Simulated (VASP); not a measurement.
# GdN (Fm-3m) in VASP: band structure with HSE06

Aim: the band structure of GdN with HSE06.

Program: VASP 6.6.1. These are calculated values, not measurements. Logs are shortened: lines on timing, memory, paths and dates and some standing lists are left out, and cuts for length are marked.

**1. The crystal as given**

The structure is cubic, space group Fm-3m (No. 225). Conventional cell: a = 5.070 Å, b = 5.070 Å, c = 5.070 Å, α = 90.00°, β = 90.00°, γ = 90.00°. Gd (site symmetry m-3m) is surrounded by 6 N at 2.54 Å. N (site symmetry m-3m) has 6 Gd at 2.54 Å as nearest neighbours.

The cell comes from a database or a generator and needn't be the stable form of this composition.

**2. Band structure, HSE06, collinear spin, ferromagnetic start**

Input file POSCAR:

```
GdN
1.0
    0.0000000000      2.5350000000      2.5350000000
    2.5350000000      0.0000000000      2.5350000000
    2.5350000000      2.5350000000      0.0000000000
Gd N
1 1
Direct
    0.0000000000      0.0000000000      0.0000000000
    0.5000000000      0.5000000000      0.5000000000
```

Input file INCAR.step1:

```
PREC     = Accurate       # precision mode
ENCUT    = 520            # plane-wave cutoff, eV
EDIFF    = 1E-5           # SCF threshold, eV
ISMEAR   = -1             # smearing method
SIGMA    = 0.05           # smearing width, eV
LREAL    = False          # projectors in reciprocal space
LASPH    = True           # aspherical terms in the spheres
NELM     = 120            # most SCF steps
ALGO     = Normal         # electronic algorithm
ISIF     = 2              # what is computed and relaxed
LWAVE    = True           # write WAVECAR
LCHARG   = False          # write CHGCAR
ISPIN    = 2              # spin polarisation
MAGMOM   = 7 0            # initial moments
LORBIT   = 11             # projections on sites
LMAXMIX  = 6              # l up to which the mixer works
NBANDS   = 22             # bands
GGA      = PE             # functional
```

Input file INCAR.step2:

```
PREC     = Accurate       # precision mode
ENCUT    = 520            # plane-wave cutoff, eV
EDIFF    = 1E-6           # SCF threshold, eV
ISMEAR   = -1             # smearing method
SIGMA    = 0.05           # smearing width, eV
LREAL    = False          # projectors in reciprocal space
LASPH    = True           # aspherical terms in the spheres
NELM     = 120            # most SCF steps
ALGO     = Normal         # electronic algorithm
ISIF     = 2              # what is computed and relaxed
LWAVE    = False          # write WAVECAR
LCHARG   = False          # write CHGCAR
ISPIN    = 2              # spin polarisation
MAGMOM   = 7 0            # initial moments
LORBIT   = 11             # projections on sites
LMAXMIX  = 6              # l up to which the mixer works
GGA      = PE             # functional
LHFCALC  = True           # exact exchange
HFSCREEN = 0.2            # screening, 1/A
PRECFOCK = Fast         
NBANDS   = 22             # bands
ISTART   = 1
```

Input file KPOINTS:

```
regular mesh
0
Gamma
  6 6 6
```

Input file KPOINTS_OPT:

```
path GXWKGLUWLK,UX
8
line-mode
reciprocal
 0.0000000000  0.0000000000  0.0000000000  G
 0.5000000000  0.0000000000  0.5000000000  X

 0.5000000000  0.0000000000  0.5000000000  X
 0.5000000000  0.2500000000  0.7500000000  W

 0.5000000000  0.2500000000  0.7500000000  W
 0.3750000000  0.3750000000  0.7500000000  K

 0.3750000000  0.3750000000  0.7500000000  K
 0.0000000000  0.0000000000  0.0000000000  G

 0.0000000000  0.0000000000  0.0000000000  G
 0.5000000000  0.5000000000  0.5000000000  L

 0.5000000000  0.5000000000  0.5000000000  L
 0.6250000000  0.2500000000  0.6250000000  U

 0.6250000000  0.2500000000  0.6250000000  U
 0.5000000000  0.2500000000  0.7500000000  W

 0.5000000000  0.2500000000  0.7500000000  W
 0.5000000000  0.5000000000  0.5000000000  L

 0.5000000000  0.5000000000  0.5000000000  L
 0.3750000000  0.3750000000  0.7500000000  K

 0.6250000000  0.2500000000  0.6250000000  U
 0.5000000000  0.0000000000  0.5000000000  X
```

Potentials or basis: VASP PAW PBE potentials, release 64 (Gd, N).

Started as:

```console
$ cat potpaw_PBE.64/Gd/POTCAR potpaw_PBE.64/N/POTCAR > POTCAR
$ cp INCAR.step1 INCAR
$ mpirun -np 1 vasp_std > vasp.out
$ cp INCAR.step2 INCAR
$ mpirun -np 1 vasp_std > vasp.out
```

OUTCAR:

```text
PREC = Accurate
   ENCUT = 520
   EDIFF = 1E-6
   ISMEAR = -1
   LREAL = False
   LASPH = True
   NELM = 120
   ISIF = 2
   ISPIN = 2
   LORBIT = 11
   GGA = PE
   LHFCALC = True
   HFSCREEN = 0.2
   PRECFOCK = Fast
   ISTART = 1

 ion  position               nearest neighbor table
   1  0.000  0.000  0.000-   2 2.54   2 2.54   2 2.54   2 2.54   2 2.54   2 2.54
   2  0.500  0.500  0.500-   1 2.54   1 2.54   1 2.54   1 2.54   1 2.54   1 2.54

  LATTYP: Found a face centered cubic cell.
 ALAT       =     5.0700000000

  Lattice vectors:

 A1 = (   0.0000000000,   2.5350000000,   2.5350000000)
 A2 = (   2.5350000000,   0.0000000000,   2.5350000000)
 A3 = (   2.5350000000,   2.5350000000,   0.0000000000)

Analysis of symmetry for initial positions (statically):
=====================================================================
 Subroutine PRICEL returns:
 Original cell was already a primitive cell.

 Routine SETGRP: Setting up the symmetry group for a
 face centered cubic supercell.

 Subroutine GETGRP returns: Found 48 space group operations
 (whereof 48 operations were pure point group operations)
 out of a pool of 48 trial point group operations.

The static configuration has the point symmetry O_h .

Analysis of symmetry for dynamics (positions and initial velocities):
=====================================================================
 Subroutine PRICEL returns:
 Original cell was already a primitive cell.

 Routine SETGRP: Setting up the symmetry group for a
 face centered cubic supercell.

 Subroutine GETGRP returns: Found 48 space group operations
 (whereof 48 operations were pure point group operations)
 out of a pool of 48 trial point group operations.

The dynamic configuration has the point symmetry O_h .

Analysis of structural, dynamic, and magnetic symmetry:
=====================================================================
 Subroutine PRICEL returns:
 Original cell was already a primitive cell.

 Routine SETGRP: Setting up the symmetry group for a
 face centered cubic supercell.

 Subroutine GETGRP returns: Found 48 space group operations
 (whereof 48 operations were pure point group operations)
 out of a pool of 48 trial point group operations.

The overall configuration has the point symmetry O_h .

 Subroutine INISYM returns: Found 48 space group operations
 (whereof 48 operations are pure point group operations),
 and found     1 'primitive' translations

----------------------------------------------------------------------------------------

                                     Primitive cell

  volume of cell :      32.5810

  direct lattice vectors                    reciprocal lattice vectors
     0.000000000  2.535000000  2.535000000    -0.197238659  0.197238659  0.197238659
     2.535000000  0.000000000  2.535000000     0.197238659 -0.197238659  0.197238659
     2.535000000  2.535000000  0.000000000     0.197238659  0.197238659 -0.197238659

  length of vectors
     3.585031381  3.585031381  3.585031381     0.341627378  0.341627378  0.341627378

  position of ions in fractional coordinates (direct lattice)
     0.000000000  0.000000000  0.000000000
     0.500000000  0.500000000  0.500000000

  ion indices of the primitive-cell ions
   primitive index   ion index
                 1           1
                 2           2

----------------------------------------------------------------------------------------

 KPOINTS: regular mesh

Automatic generation of k-mesh.
 Grid dimensions read from file:
 generate k-points for:    6    6    6

 Generating k-lattice:

  Cartesian coordinates                     Fractional coordinates (reciprocal lattice)
    -0.032873110  0.032873110  0.032873110     0.166666667  0.000000000  0.000000000
     0.032873110 -0.032873110  0.032873110     0.000000000  0.166666667  0.000000000
     0.032873110  0.032873110 -0.032873110     0.000000000  0.000000000  0.166666667

  Length of vectors
     0.056937896  0.056937896  0.056937896

  Shift w.r.t. Gamma in fractional coordinates (k-lattice)
     0.000000000  0.000000000  0.000000000

 Subroutine IBZKPT returns following result:
 ===========================================

 Found     16 irreducible k-points:

 Following reciprocal coordinates:
            Coordinates               Weight
  0.000000  0.000000  0.000000      1.000000
  0.166667  0.000000  0.000000      8.000000
  0.333333  0.000000  0.000000      8.000000
  0.500000  0.000000  0.000000      4.000000
  0.166667  0.166667  0.000000      6.000000
  0.333333  0.166667  0.000000     24.000000
[... 8 lines left out ...]
 -0.333333  0.333333  0.166667     24.000000
 -0.333333  0.500000  0.166667     12.000000
   k-points           NKPTS =     16   k-points in BZ     NKDIM =    216   number of bands    NBANDS=     22
   number of dos      NEDOS =    301   number of ions     NIONS =      2
   total plane-waves  NPLWV =  21952
   dimension x,y,z NGX =    28 NGY =   28 NGZ =   28
   dimension x,y,z NGXF=    56 NGYF=   56 NGZF=   56
   ions per type =               1   1
   NGX,Y,Z   is equivalent  to a cutoff of  12.98, 12.98, 12.98 a.u.
   NGXF,Y,Z  is equivalent  to a cutoff of  25.97, 25.97, 25.97 a.u.
 SYSTEM =  unknown system
   PREC   = accura    normal or accurate (medium, high low for compatibility)
   ISTART =      1    job   : 0-new  1-cont  2-samecut
   ICHARG =      0    charge: 1-file 2-atom 10-const
   ISPIN  =      2    spin polarized calculation?
   LNONCOLLINEAR =      F non collinear calculations
   LSORBIT =      F    spin-orbit coupling
   LASPH  =      T    aspherical Exc in radial PAW
   ENCUT  =  520.0 eV  38.22 Ry    6.18 a.u.   6.67  6.67  6.67*2*pi/ulx,y,z
   NELM   =    120;   NELMIN=  2; NELMDL=  0     # of ELM steps
   EDIFF  = 0.1E-05   stopping-criterion for ELM
   LREAL  =      F    real-space projection
   EDIFFG = 0.1E-04   stopping-criterion for IOM
   NSW    =      0    number of steps for IOM
   IBRION =     -1    ionic relax: 0-MD 1-quasi-New 2-CG
   NFREE  =      0    steps in history (QN), initial steepest desc. (CG)
   ISIF   =      2    stress and relaxation
   ISYM   =      3    0-nonsym 1-usesym 2-fastsym
   POTIM  = 0.5000    time-step for ionic-motion
   TEBEG  =    0.0;   TEEND  =   0.0 temperature during run
   PSTRESS=    0.0 pullay stress
   NELECT =      23.0000    total number of electrons
   NUPDOWN=      -1.0000    fix difference up-down
   EMIN   =  10.00;   EMAX   =-10.00  energy-range for DOS
   EFERMI =   0.00;   METHOD = LEGACY
   ISMEAR =    -1;   SIGMA  =   0.05  broadening in eV -4-tet -1-fermi 0-gaus
   EFERMI_NEDOS =   21; number of points for ismear=-14 and -15
   IALGO  =     38    algorithm
   IMIX   =      1    mixing-type and parameters
     AMIX     =   0.40;   BMIX     =  1.00
     AMIX_MAG =   1.60;   BMIX_MAG =  1.00
  volume/ion in A,a.u.               =      16.29       109.93
  Fermi-wavevector in a.u.,A,eV,Ry     =   1.457682  2.754620 28.910163  2.124837
  Thomas-Fermi vector in A             =   2.574455
   LORBIT       =     11    0 simple, 1 ext, 2 COOP (PROOUT), +10 PAW based schemes
   GGA     = PE    functional components
   LHFCALC =     T    Hartree Fock is set to
   PRECFOCK=fast      Normal, Fast or Accurate (Low or Medium for compatibility)
   ENCUT4O =  -1.0   cutoff for four orbital integrals eV
   NKREDX  =     1    reduce k-point grid by
   NKREDY  =     1    reduce k-point grid by
   NKREDZ  =     1    reduce k-point grid by
   AEXX    =    0.2500 exact exchange contribution
   HFSCREEN=    0.2000 screening length (either q_TF or 0.3 A-1)
   HFSCREENC=   0.2000 screening length for correlation (either q_TF or 0.3 A-1)
   ENCUTFOCK=  -1.0 apply spherical cutoff to Coloumb kernel
   IVDW    =     0    specifies the selected vdW correction
   LEPSILON=     F    determine dielectric tensor
   LRPA    =     F    only Hartree local field effects (RPA)
 spin polarized calculation
  energy-cutoff  :      520.00
  volume of cell :       32.58
 maximum number of plane-waves:       899
 NGX is ok and might be reduce to    28
  NGX = 16; NGY = 16; NGZ = 16

 number of electron      22.9999993 magnetization       6.9999990

 Free energy of the ion-electron system (eV)
  ---------------------------------------------------
  ext. energy  EPLUGINS =         0.00000000
  ---------------------------------------------------
  free energy    TOTEN  =       -37.24083768 eV

  energy without entropy =      -37.24039214  energy(sigma->0) =      -37.24061491

 E-fermi :   3.3513     XC(G=0):  -9.2905

 val. band max:        3.2403363344   @ k =   0.0000   0.0000   0.0000
 cond. band min:       3.4623499705   @ k =   0.5000   0.5000   0.0000
 fundamental gap:      0.2220136361
 Fermi energy:         3.3513486432

 spin component 1

 k-point     1 :       0.0000    0.0000    0.0000
  band No.  band energies     occupation
      1     -43.5815      1.00000
      2     -19.3333      1.00000
      3     -19.3333      1.00000
      4     -19.3333      1.00000
      5     -11.2547      1.00000
      6      -3.1747      1.00000
[... 373 lines left out ...]
      5     -10.4671      1.00000
      6      -3.1020      1.00000
[... 14 lines left out ...]
     21      14.9970      0.00000
     22      15.9025      0.00000
 Fermi energy:         3.3513486432

 spin component 2

 k-point     1 :       0.0000    0.0000    0.0000
  band No.  band energies     occupation
      1     -40.2309      1.00000
      2     -16.8326      1.00000
      3     -16.8326      1.00000
      4     -16.8326      1.00000
      5     -11.3542      1.00000
      6       2.3894      1.00000
[... 374 lines left out ...]
      6       0.8922      1.00000
[... 14 lines left out ...]
     21      15.7557      0.00000
     22      16.8746      0.00000

------------------------ aborting loop because EDIFF is reached ----------------------------------------

  FORCE on cell =-STRESS in cart. coord.  units (eV):
  Direction    XX          YY          ZZ          XY          YZ          ZX
  --------------------------------------------------------------------------------------
  -------------------------------------------------------------------------------------
  Total       -1.6101242     -1.6101242     -1.6101242     -0.0000000      0.0000000      0.0000000
  in kB      -79.1782822    -79.1782822    -79.1782822     -0.0000000      0.0000000      0.0000000
  external PRESSURE =     -79.1782822 kB  Pullay stress =       0.0000000 kB

 VOLUME and BASIS-vectors are now :
 -----------------------------------------------------------------------------
  energy-cutoff  :      520.00
  volume of cell :       32.58
      direct lattice vectors                 reciprocal lattice vectors
     0.000000000  2.535000000  2.535000000    -0.197238659  0.197238659  0.197238659
     2.535000000  0.000000000  2.535000000     0.197238659 -0.197238659  0.197238659
     2.535000000  2.535000000  0.000000000     0.197238659  0.197238659 -0.197238659

 POSITION                                       TOTAL-FORCE (eV/Angst)
 -----------------------------------------------------------------------------------
      0.00000      0.00000      0.00000        -0.000000     -0.000000     -0.000000
      2.53500      2.53500      2.53500         0.000000      0.000000      0.000000
 -----------------------------------------------------------------------------------
    total drift:                                0.000001      0.000001      0.000001

  FREE ENERGIE OF THE ION-ELECTRON SYSTEM (eV)
  ---------------------------------------------------
  free  energy   TOTEN  =       -37.2408376802 eV

  energy  without entropy=      -37.2403921395  energy(sigma->0) =      -37.24061491

 total charge

# of ion       s       p       d       f       tot
--------------------------------------------------
    1        2.032   5.683   0.462   6.977  15.154
    2        1.242   2.385   0.000   0.000   3.626
--------------------------------------------------
tot          3.274   8.068   0.462   6.977  18.780

 magnetization (x)

# of ion       s       p       d       f       tot
--------------------------------------------------
    1       -0.006  -0.071   0.063   6.893   6.879
    2       -0.008  -0.091   0.000   0.000  -0.100
--------------------------------------------------
tot         -0.014  -0.163   0.063   6.893   6.779
```

It took 2.6 h on 1 thread of Intel Xeon 6975P-C (Granite Rapids), shared host; peak memory 0.36 GiB.

Results:

```
Free energy                                           : -37.2408 eV
Pressure                                              : -7.9 GPa
Band gap on the k mesh                                : 0.22 eV, indirect (least direct gap 0.74 eV)
Band gap along the path                               : 0.22 eV, indirect (least direct gap 0.74 eV)
Net moment                                            : 7.00 μB per cell
Site moments                                          : Gd +6.88; N -0.10 μB
Valence electrons inside the program's atomic spheres : Gd 15.15; N 3.63
```

Levels at the corners of the path, in eV from the valence-band top:
Spin up:
| point | band 13 | band 14 | band 15 | band 16 | band 17 | band 18 |
| --- | --- | --- | --- | --- | --- | --- |
| Γ | 0.00 | 0.00 | 0.00 | 3.28 | 3.28 | 3.28 |
| X | -1.92 | -0.52 | -0.52 | 0.22 | 7.15 | 7.17 |
| X | -1.92 | -0.52 | -0.52 | 0.22 | 7.15 | 7.17 |
| W | -2.55 | -1.95 | -1.95 | 4.33 | 4.33 | 7.43 |
| W | -2.55 | -1.95 | -1.95 | 4.33 | 4.33 | 7.43 |
| K | -2.62 | -2.02 | -1.64 | 2.69 | 6.68 | 7.45 |
| K | -2.62 | -2.02 | -1.64 | 2.69 | 6.68 | 7.45 |
| Γ | 0.00 | 0.00 | 0.00 | 3.28 | 3.28 | 3.28 |
| Γ | 0.00 | 0.00 | 0.00 | 3.28 | 3.28 | 3.28 |
| L | -4.77 | -2.79 | -2.79 | 6.06 | 6.73 | 6.73 |
| L | -4.77 | -2.79 | -2.79 | 6.06 | 6.73 | 6.73 |
| U | -2.62 | -2.02 | -1.64 | 2.69 | 6.68 | 7.45 |
| U | -2.62 | -2.02 | -1.64 | 2.69 | 6.68 | 7.45 |
| W | -2.55 | -1.95 | -1.95 | 4.33 | 4.33 | 7.43 |
| W | -2.55 | -1.95 | -1.95 | 4.33 | 4.33 | 7.43 |
| L | -4.77 | -2.79 | -2.79 | 6.06 | 6.73 | 6.73 |
| L | -4.77 | -2.79 | -2.79 | 6.06 | 6.73 | 6.73 |
| K | -2.62 | -2.02 | -1.64 | 2.69 | 6.68 | 7.45 |
| U | -2.62 | -2.02 | -1.64 | 2.69 | 6.68 | 7.45 |
| X | -1.92 | -0.52 | -0.52 | 0.22 | 7.15 | 7.17 |
Spin down:
```csv
point,band 6,band 7,band 8,band 9,band 10,band 11
Γ,-0.85,-0.85,-0.85,4.17,4.17,4.17
X,-1.67,-0.98,-0.98,0.97,5.67,5.67
X,-1.67,-0.98,-0.98,0.97,5.67,5.67
W,-2.75,-1.75,-1.75,4.22,4.22,5.74
W,-2.75,-1.75,-1.75,4.22,4.22,5.74
K,-2.58,-1.82,-1.78,2.94,5.41,5.59
K,-2.58,-1.82,-1.78,2.94,5.41,5.59
Γ,-0.85,-0.85,-0.85,4.17,4.17,4.17
Γ,-0.85,-0.85,-0.85,4.17,4.17,4.17
L,-4.56,-2.76,-2.76,5.08,5.55,5.55
L,-4.56,-2.76,-2.76,5.08,5.55,5.55
U,-2.58,-1.82,-1.78,2.94,5.41,5.59
U,-2.58,-1.82,-1.78,2.94,5.41,5.59
W,-2.75,-1.75,-1.75,4.22,4.22,5.74
W,-2.75,-1.75,-1.75,4.22,4.22,5.74
L,-4.56,-2.76,-2.76,5.08,5.55,5.55
L,-4.56,-2.76,-2.76,5.08,5.55,5.55
K,-2.58,-1.82,-1.78,2.94,5.41,5.59
U,-2.58,-1.82,-1.78,2.94,5.41,5.59
X,-1.67,-0.98,-0.98,0.97,5.67,5.67
```

Caveat: the PAW data sets were made with another functional, which shifts forces and pressure a little; spin-orbit coupling is left out, which moves the levels of the heavy elements; a cell with one magnetic atom can't hold antiferromagnetic order, which such compounds often take. The state reached can hang on the start; a lower one may exist.
